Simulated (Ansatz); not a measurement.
P:

```
CELL_PARAMETERS angstrom
1.72573 0.99635 3.12968
-1.72573 0.99635 3.12968
0.00000 -1.99270 3.12968
ATOMIC_POSITIONS crystal
P 0.77292 0.77292 0.77292
P 0.22708 0.22708 0.22708
```

This isn't the form of P at room conditions, which is orthorhombic.

Base run:

| Property | Result |
| --- | --- |
| Program | Ansatz 0.2.0 |
| Functional | r2SCAN |
| Potentials or basis | Ansatz PAW |
| Cutoff | 500 eV (not typed: the program's choice for these potentials) |
| k mesh | 9 × 9 × 9 |
| Occupations | fermi-dirac, width 0.05 eV |
| Spin | no spin polarisation |

Its results: band gap on the k mesh none (metal or under the smearing width); pressure 0.7 GPa; largest force 0.038 eV/Å.

Problem. The run is repeated on the same cell with these changes: functional from r2SCAN to LDA; cutoff from 500 eV (not typed: the program's choice for these potentials) to 420 eV (not typed: the program's choice for these potentials). What comes out?

Solution. Band gap on the k mesh none (metal or under the smearing width); pressure -3.0 GPa; largest force 0.192 eV/Å.

Caveats: the PAW data sets come from PBE, with cores solved anew for the run's functional, which leaves a small shift of forces and pressure.
